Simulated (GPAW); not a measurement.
# SnO2 (Cassiterite) in GPAW: convergence with response cutoff (eV)

Input of the first run (response cutoff (eV) 10); the others differ in this setting and in those tied to it:

run.py

```python
import numpy as np
from ase.dft.bandgap import bandgap
from ase.io import read, write
from gpaw import GPAW, PW
from gpaw.response.df import DielectricFunction

atoms = read('SnO2.cif')

calc = GPAW(mode=PW(550),
            xc='PBE',
            kpts={'size': (5, 5, 7), 'gamma': True},
            occupations={'name': 'fermi-dirac', 'width': 0.001},
            nbands=43,
            convergence={'density': 1e-06},
            maxiter=150,
            txt='gpaw.txt')
atoms.calc = calc
energy = atoms.get_potential_energy()
calc.write('gs.gpw')
write('result.traj', atoms)
print(f'Energy: {energy:.6f} eV')
print('Fermi level:', round(calc.get_fermi_level(), 4), 'eV')
print(f'Gap: {bandgap(calc)[0]:.4f} eV, direct: {bandgap(calc, direct=True)[0]:.4f} eV')

for size in [(4, 4, 5)]:
    name = 'x'.join(str(n) for n in size)
    dense = calc.fixed_density(kpts={'size': size, 'gamma': True},
                               nbands=104, convergence={'bands': 98, 'eigenstates': 1e-7},
                               update_fermi_level=True, txt=f'dense-{name}.txt')
    dense.write(f'{name}.gpw', mode='all')
    df = DielectricFunction(f'{name}.gpw', frequencies=np.array([0.0]), hilbert=False, eta=0.001,
                            ecut=10, nbands=98, intraband=False, txt=f'df-{name}.txt')
    for xc in ['RPA']:
        for direction in ['x', 'y', 'z', [0, 1, 1], [1, 0, 1], [1, 1, 0]]:
            e0, e = df.get_macroscopic_dielectric_constant(xc=xc, direction=direction)
            print(f'{name} {xc} {direction}: {e0:.4f} without, {e:.4f} with local fields')
```

Contents of SnO2.cif:

```cif
data_SnO2
_cell_length_a 4.73800000
_cell_length_b 4.73800000
_cell_length_c 3.18650000
_cell_angle_alpha 90.00000000
_cell_angle_beta 90.00000000
_cell_angle_gamma 90.00000000
_space_group_name_H-M_alt 'P1'
_space_group_name_Hall 'P 1'
_space_group_IT_number 1
loop_
_space_group_symop_operation_xyz
'x,y,z'
loop_
_atom_site_label
_atom_site_type_symbol
_atom_site_symmetry_multiplicity
_atom_site_Wyckoff_symbol
_atom_site_fract_x
_atom_site_fract_y
_atom_site_fract_z
_atom_site_occupancy
Sn1 Sn 1 a 0.5000000000 0.5000000000 0.5000000000 1
Sn2 Sn 1 a 0.0000000000 0.0000000000 0.0000000000 1
O1 O 1 a 0.8071000000 0.1929000000 0.5000000000 1
O2 O 1 a 0.6929000000 0.6929000000 0.0000000000 1
O3 O 1 a 0.1929000000 0.8071000000 0.5000000000 1
O4 O 1 a 0.3071000000 0.3071000000 0.0000000000 1
```

Potentials or basis: GPAW PAW data sets (gpaw-data 1.2.1), pw.

Command:

```console
$ OMP_NUM_THREADS=1 python run.py
```

Hardware: 1 thread of Arm Neoverse V2, with other jobs on the host.

Question: The values tried are 10, 20, 30, 50, 80, 120, 160, loosest first. From which on does the dielectric constant stay within 0.05 of the tightest run that finished?

Answer: From 120 on.

| response cutoff (eV) | dielectric constant | SCF cycles | CPU time (s) | peak memory (GiB) |
| --- | --- | --- | --- | --- |
| 10 | 4.540 | 12 | 290 | 0.46 |
| 20 | 4.535 | 12 | 300 | 0.46 |
| 30 | 4.430 | 12 | 310 | 0.47 |
| 50 | 4.415 | 12 | 310 | 0.47 |
| 80 | 4.390 | 12 | 310 | 0.47 |
| 120 | 4.330 | 12 | 300 | 0.49 |
| 160 | 4.319 | 12 | 300 | 0.5 |

The tightest run that finished is the yardstick and may itself not be fully converged.

Caveat, for the tightest run too: the k mesh is coarse; the long-wavelength limit can be off by a per cent or two; spin-orbit coupling is left out, which moves the levels of the heavy elements; an odd mesh through Γ misses points on the zone boundary, where band edges often lie.
